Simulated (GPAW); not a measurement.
# Te2Mo (P6_3/mmc) in GPAW: phonons with optB88-vdW

Aim: the phonons of Te2Mo with optB88-vdW.

All numbers are computed with GPAW 26.7.0; they aren't measurements. Logs are shortened: lines on timing, memory, paths and dates and some standing lists are left out, and cuts for length are marked. The log counts tension as positive stress, the text compression.

**Experimental background.**

From “Broadband infrared study of pressure-tunable Fano resonance and metallization transition in 2H-MoTe2”, 2022, pmc:9569381, for a bulk crystal of Te2Mo at 300 K: band gap 0.88 ± 0.05 eV (indirect).

How close the calculation comes is told below.

### 1 The structure

It takes space group P6_3/mmc (No. 194, hexagonal). The conventional cell has a = 3.518 Å, b = 3.518 Å, c = 13.974 Å, α = 90.00°, β = 90.00°, γ = 120.00°. Te (site symmetry 3m) has 3 Mo at 2.72 Å as nearest neighbours. Mo (site symmetry -6m2) is surrounded by 6 Te at 2.72 Å.

### 2 Phonons, optB88-vdW

run.py

```python
import json
import numpy as np
from ase import Atoms
from ase.constraints import FixSymmetry
from ase.io import read, write
from ase.optimize import BFGS
from phonopy import Phonopy
from phonopy.structure.atoms import PhonopyAtoms
from gpaw import GPAW, PW

atoms = read('Te2Mo.cif')

calc = GPAW(mode=PW(510),
            xc={'name': 'optB88-vdW', 'backend': 'libvdwxc'},
            kpts={'size': (8, 8, 2), 'gamma': True},
            occupations={'name': 'fermi-dirac', 'width': 0.05},
            nbands=46,
            convergence={'density': 1e-06, 'eigenstates': 1e-09},
            maxiter=150,
            legacy_gpaw=True,
            txt='gpaw.txt')
atoms.calc = calc
atoms.set_constraint(FixSymmetry(atoms))
BFGS(atoms, trajectory='relax.traj', logfile='-').run(fmax=0.005, steps=40)
atoms.set_constraint()
energy = atoms.get_potential_energy()
forces = atoms.get_forces()
calc.write('gs.gpw')
write('result.traj', atoms)
print('Cell:', atoms.cell.cellpar().round(4))
print(atoms.get_scaled_positions().round(5))

def force_constants(scale):
    unit = PhonopyAtoms(symbols=atoms.get_chemical_symbols(), cell=atoms.cell[:] * scale**(1 / 3),
                        scaled_positions=atoms.get_scaled_positions())
    ph = Phonopy(unit, supercell_matrix=np.diag([1, 1, 1]), primitive_matrix=np.eye(3), symprec=1e-4)
    ph.generate_displacements(distance=0.02)
    forces = []
    for i, sc in enumerate(ph.supercells_with_displacements):
        a = Atoms(sc.symbols, cell=sc.cell, scaled_positions=sc.scaled_positions, pbc=True)
        c = GPAW(mode=PW(510),
                 xc={'name': 'optB88-vdW', 'backend': 'libvdwxc'},
                 kpts={'size': (8, 8, 2), 'gamma': True},
                 occupations={'name': 'fermi-dirac', 'width': 0.05},
                 nbands=46,
                 convergence={'density': 1e-06, 'eigenstates': 1e-09},
                 maxiter=150,
                 legacy_gpaw=True,
                 txt=f'disp-{scale:.3f}-{i:02d}.txt')
        a.calc = c
        f = a.get_forces()
        forces.append(f - f.mean(axis=0))
        print(f'displacement {i}: drift', f.mean(axis=0).round(5), flush=True)
    ph.forces = forces
    ph.produce_force_constants()
    ph.symmetrize_force_constants()
    return ph

qpoints = [[0.0, 0.0, 0.0]]
results = {}
for scale in [1.0]:
    ph = force_constants(scale)
    ph.run_qpoints(qpoints)
    nu = ph.qpoints.frequencies * 33.35641  # THz to cm^-1
    results[f'{scale:.3f}'] = nu.tolist()
    for qp, f in zip(qpoints, nu):
        print(scale, np.round(qp, 4), f.round(2))
json.dump(results, open('phonons.json', 'w'))
```

Te2Mo.cif

```cif
data_Te2Mo
_cell_length_a 3.51820000
_cell_length_b 3.51820000
_cell_length_c 13.97360000
_cell_angle_alpha 90.00000000
_cell_angle_beta 90.00000000
_cell_angle_gamma 120.00000000
_space_group_name_H-M_alt 'P6_3/mmc'
_space_group_name_Hall '-P 6c 2c'
_space_group_IT_number 194
loop_
_space_group_symop_operation_xyz
'x,y,z'
'-x,-y,-z'
'x-y,x,z+1/2'
'-x+y,-x,-z+1/2'
'-y,x-y,z'
'y,-x+y,-z'
'-x,-y,z+1/2'
'x,y,-z+1/2'
'-x+y,-x,z'
'x-y,x,-z'
'y,-x+y,z+1/2'
'-y,x-y,-z+1/2'
'-y,-x,-z+1/2'
'y,x,z+1/2'
'-x,-x+y,-z'
'x,x-y,z'
'-x+y,y,-z+1/2'
'x-y,-y,z+1/2'
'y,x,-z'
'-y,-x,z'
'x,x-y,-z+1/2'
'-x,-x+y,z+1/2'
'x-y,-y,-z'
'-x+y,y,z'
loop_
_atom_site_label
_atom_site_type_symbol
_atom_site_symmetry_multiplicity
_atom_site_Wyckoff_symbol
_atom_site_fract_x
_atom_site_fract_y
_atom_site_fract_z
_atom_site_occupancy
Te1 Te 4 f 0.6666666667 0.3333333333 0.3790000000 1
Mo1 Mo 2 c 0.6666666667 0.3333333333 0.7500000000 1
```

Potentials or basis: GPAW PAW data sets (gpaw-data 1.2.1), pw.

The run is started by

```sh
$ OMP_NUM_THREADS=1 python run.py
```

gpaw.txt:

```text
___ ___ ___ _ _ _
 |   |   |_  | | | |
 | | | | | . | | | |
 |__ |  _|___|_____|  26.7.0
 |___|_|

Input parameters:
  convergence: {density: 1e-06,
                eigenstates: 1e-09}
  kpts: {gamma: True,
         size: (8, 8, 2)}
  maxiter: 150
  mode: {ecut: 510.0,
         name: pw}
  nbands: 46
  occupations: {name: fermi-dirac,
                width: 0.05}
  xc: {backend: libvdwxc,
       name: optB88-vdW}

System changes: positions, numbers, cell, pbc, initial_charges, initial_magmoms

Initialize ...

species:
  Te:
    name:    Tellurium
    Z:       52.0
    valence: 6
    core:    46
    charge:  0.0  # [|e|]
    compensation charges:
      type: gauss
      rc: 0.36  # [Å]
      lmax: 2
    cutoffs:
      filter: 2.09  # [Å]
      core: 3.17  # [Å]
    projectors
    | kind |    occ | energy [eV] | rcut [Å] |
    |------|--------|-------------|----------|
    |   5s |  2.000 |     -15.089 |    1.180 |
    |   5p |  4.000 |      -5.955 |    1.196 |
    |    s |        |      12.123 |    1.180 |
    |    p |        |      21.256 |    1.196 |
    |    d |        |       0.000 |    1.238 |

    Using partial waves for Te as LCAO basis

  Mo:
    name:    Molybdenum
    Z:       42.0
    valence: 14
    core:    28
    charge:  0.0  # [|e|]
    compensation charges:
      type: gauss
      rc: 0.38  # [Å]
      lmax: 2
    cutoffs:
      filter: 2.16  # [Å]
      core: 1.42  # [Å]
    projectors
    | kind |    occ | energy [eV] | rcut [Å] |
    |------|--------|-------------|----------|
    |   4s |  2.000 |     -64.307 |    1.238 |
    |   5s |  1.000 |      -4.084 |    1.238 |
    |   4p |  6.000 |     -38.491 |    1.296 |
    |   5p |  0.000 |      -1.044 |    1.296 |
    |   4d |  5.000 |      -3.754 |    1.296 |
    |    d |        |      23.458 |    1.296 |

    Using partial waves for Mo as LCAO basis

Reference energy: -959430.878998  # eV

Spin-paired calculation

Convergence criteria:
 Maximum [total energy] change in last 3 cyles: 0.0005 eV / valence electron
 Maximum integral of absolute [dens]ity change: 1e-06 electrons / valence electron
 Maximum integral of absolute [eigenst]ate change: 1e-09 eV^2 / valence electron
 Maximum number of scf [iter]ations: 150
 (Square brackets indicate name in SCF output, whereas a 'c' in
 the SCF output indicates the quantity has converged.)

Symmetries present (total): 12

  ( 1  1  0)  ( 1  1  0)  ( 1  0  0)  ( 1  0  0)  ( 0  1  0)  ( 0  1  0)
  ( 0 -1  0)  (-1  0  0)  ( 0  1  0)  (-1 -1  0)  ( 1  0  0)  (-1 -1  0)
  ( 0  0  1)  ( 0  0 -1)  ( 0  0  1)  ( 0  0 -1)  ( 0  0 -1)  ( 0  0  1)

  ( 0 -1  0)  ( 0 -1  0)  (-1  0  0)  (-1  0  0)  (-1 -1  0)  (-1 -1  0)
  ( 1  1  0)  (-1  0  0)  ( 1  1  0)  ( 0 -1  0)  ( 1  0  0)  ( 0  1  0)
  ( 0  0 -1)  ( 0  0  1)  ( 0  0  1)  ( 0  0 -1)  ( 0  0  1)  ( 0  0 -1)

128 k-points: 8 x 8 x 2 Monkhorst-Pack grid + [1/16,1/16,1/4]
20 k-points in the irreducible part of the Brillouin zone
       k-points in crystal coordinates                weights
   0:     0.00000000    0.00000000    0.00000000          1/128
   1:     0.00000000    0.00000000    0.50000000          1/128
   2:     0.12500000    0.00000000    0.00000000          6/128
   3:     0.12500000    0.00000000    0.50000000          6/128
   4:     0.25000000   -0.12500000    0.00000000          6/128
   5:     0.25000000   -0.12500000    0.50000000          6/128
   6:     0.25000000    0.00000000    0.00000000          6/128
   7:     0.25000000    0.00000000    0.50000000          6/128
   8:     0.37500000   -0.12500000    0.00000000         12/128
   9:     0.37500000   -0.12500000    0.50000000         12/128
          ...
  19:     0.50000000    0.50000000    0.50000000          3/128

Wave functions: Plane wave expansion
  Cutoff energy: 510.000 eV
  Number of coefficients (min, max): 3888, 3976
  Pulay-stress correction: 0.000000 eV/Ang^3 (de/decut=0.000000)
  Using FFTW library
  ScaLapack parameters: grid=1x1, blocksize=None
  Wavefunction extrapolation:
    Improved wavefunction reuse through dual PAW basis

Occupation numbers: Fermi-Dirac:
  width: 0.0500  # eV

Eigensolver
   Davidson(niter=2)

Densities:
  Coarse grid: 20*20*75 grid
  Fine grid: 40*40*150 grid
  Total Charge: 0.000000

Density mixing:
  Method: separate
  Backend: msr1
  Linear mixing parameter: 0.05
  old densities: 10
  Width of damping distribution: 1.1
  Damping of long wavelength oscillations: 20

Hamiltonian:
  XC and Coulomb potentials evaluated on a 40*40*150 grid
  Using the optB88 Exchange-Correlation functional
  External potential:
    NoExternalPotential

XC parameters: optB88 with libvdwxc
  Mode: serial
  Semilocal: GGA_X_OPTB88_VDW+LDA_C_PW with 2 nearest neighbor stencil
  Corresponding non-local functional: vdW-DF
  Local blocksize: 40 x 40 x 150
  PAW datasets: PBE

Number of atoms: 6
Number of atomic orbitals: 42
Number of bands in calculation: 46
Number of valence electrons: 52
Bands to converge: occupied

... initialized

Initializing position-dependent things.

Density initialized from atomic densities
Creating initial wave functions:
  42 bands from LCAO basis set
  4 bands from random numbers

        Te

           Mo

        Te

           Te

        Mo

           Te

Atomic positions and initial magnetic moments

Positions:
   0 Te     1.759100    1.015617    5.295994    ( 0.0000,  0.0000,  0.0000)
   1 Te     0.000000    2.031234    8.677606    ( 0.0000,  0.0000,  0.0000)
   2 Te     0.000000    2.031234   12.282794    ( 0.0000,  0.0000,  0.0000)
   3 Te     1.759100    1.015617    1.690806    ( 0.0000,  0.0000,  0.0000)
   4 Mo     1.759100    1.015617   10.480200    ( 0.0000,  0.0000,  0.0000)
   5 Mo     0.000000    2.031234    3.493400    ( 0.0000,  0.0000,  0.0000)

Unit cell:
           periodic     x           y           z      points  spacing
  1. axis:    yes    3.518200    0.000000    0.000000    20     0.1523
  2. axis:    yes   -1.759100    3.046851    0.000000    20     0.1523
  3. axis:    yes    0.000000    0.000000   13.973600    75     0.1863

  Lengths:   3.518200   3.518200  13.973600
  Angles:   90.000000  90.000000 120.000000

Effective grid spacing dv^(1/3) = 0.1709

iter:   1  -238.675717
iter:   2  -238.440998   -0.88  -1.20
iter:   3  -237.826074   -1.24  -1.23
iter:   4  -237.695902   -1.65  -1.50
iter:   5  -237.741317   -2.05  -1.81
iter:   6  -237.603867   -2.47  -1.72
iter:   7  -237.605691   -3.71  -2.57
iter:   8  -237.601513c  -4.25  -2.51
iter:   9  -237.601202c  -4.93  -3.16
iter:  10  -237.601190c  -6.36  -3.69
iter:  11  -237.601189c  -6.86  -4.11
iter:  12  -237.601188c  -8.11  -4.73
iter:  13  -237.601188c  -8.73  -5.13
iter:  14  -237.601188c  -9.60c -5.65
iter:  15  -237.601188c -10.15c -6.04c

Converged after 15 iterations.

Dipole moment: (0.000000, -0.000000, 0.000000) |e|*Ang

Energy contributions relative to reference atoms: (reference = -959430.878998)

Kinetic:        +44.521164
Potential:      -48.252008
External:        +0.000000
XC:            -232.973829
Entropy (-ST):   -0.000033
Local:           -0.896499
SIC:             +0.000000
--------------------------
Free energy:   -237.601205
Extrapolated:  -237.601188

Non-local optB88 correlation energy: 4.241983
Semilocal GGA_X_OPTB88_VDW+LDA_C_PW energy: -504.196938
(Not including atomic contributions)
Showing only first 2 kpts
 Kpt  Band  Eigenvalues  Occupancy
  0    24      7.71247    2.00000
  0    25      8.04424    1.99809
  0    26     10.89227    0.00000
  0    27     10.89227    0.00000

  1    24      7.96122    1.99964
  1    25      7.96122    1.99964
  1    26     10.92929    0.00000
  1    27     10.92929    0.00000
[... 281 lines left out ...]
Non-local optB88 correlation energy: 4.232924
Semilocal GGA_X_OPTB88_VDW+LDA_C_PW energy: -503.571875
(Not including atomic contributions)
Showing only first 2 kpts
 Kpt  Band  Eigenvalues  Occupancy
  0    24      7.71714    2.00000
  0    25      8.01913    1.99809
  0    26     10.86604    0.00000
  0    27     10.86604    0.00000

  1    24      7.94355    1.99958
  1    25      7.94356    1.99958
  1    26     10.90221    0.00000
  1    27     10.90221    0.00000

Fermi level: 8.36683

Gap: 0.767 eV
Transition (v -> c):
  (s=0, k=0, n=25, [0.00, 0.00, 0.00]) -> (s=0, k=8, n=26, [0.38, -0.12, 0.00])
Direct/indirect transitions are different
Direct gap: 1.181 eV
Transition at: (s=0, k=12, n=25, [0.38, 0.38, 0.00])

Forces in eV/Ang:
  0 Te    0.00000    0.00000    0.00020
  1 Te    0.00000    0.00000   -0.00020
  2 Te   -0.00000    0.00000    0.00021
  3 Te    0.00000    0.00000   -0.00021
  4 Mo    0.00000   -0.00000   -0.00001
  5 Mo   -0.00000    0.00000    0.00001

Writing to gs.gpw (mode='')
```

It took 18 min on 1 thread of Intel Xeon Platinum 8259CL at 2.50GHz (Skylake/Cascade Lake), shared host; peak memory 0.68 GiB.

Results:

```yaml
Free_energy: -237.6195 eV
Band_gap_on_the_k_mesh: 0.77 eV, indirect (least direct gap 1.18 eV)
Highest_phonon_frequency_at_Γ_LO-TO_splitting_left_out: 281 cm⁻¹
```

Final structure:
```yaml
crystal:
  lattice:
    - [3.51820, 0.00000, 0.00000]
    - [-1.75910, 3.04685, 0.00000]
    - [0.00000, 0.00000, 13.97360]
  atoms:
    - { symbol: Te, position: [0.66667, 0.33333, 0.38082] }
    - { symbol: Te, position: [0.33333, 0.66667, 0.61918] }
    - { symbol: Te, position: [0.33333, 0.66667, 0.88082] }
    - { symbol: Te, position: [0.66667, 0.33333, 0.11918] }
    - { symbol: Mo, position: [0.66667, 0.33333, 0.75000] }
    - { symbol: Mo, position: [0.33333, 0.66667, 0.25000] }
```

Phonon frequencies in cm⁻¹ (negative: imaginary):
```csv
q point,frequencies
"(0.000, 0.000, 0.000)",0 0 0 28 28 45 113 113 115 115 166 172 227 227 227 227 276 281
```

Caveat: the cutoff is short for stress and forces, so pressures can be off by a GPa or more; the LO-TO splitting is left out; the PAW data sets were made with another functional, which shifts forces and pressure a little; spin-orbit coupling is left out, which moves the levels of the heavy elements.

### 3 The reference run

An earlier run on the cell as given: functional PBE; potentials or basis GPAW PAW data sets (gpaw-data 1.2.1); cutoff 600 eV; basis pw; k mesh 9 × 9 × 2; occupations fermi-dirac, width 0.05 eV; no spin polarisation.

- Pressure: 2.3 GPa
- Largest force: 0.104 eV/Å
- Band gap on the k mesh: 0.77 eV, indirect (least direct gap 1.03 eV)

### 4 How close it comes

Step 2. A measured gap of Te2Mo is 0.88 eV (indirect; 300 K; quoted in “Broadband infrared study of pressure-tunable Fano resonance and metallization transition in 2H-MoTe2”, 2022, pmc:9569381); the calculated 0.77 eV misses it by -0.11 eV. Spin-orbit coupling on Mo, Te is left out. The value is that of optB88-vdW on a finite k mesh, which can miss the band edges, without temperature or zero-point motion.
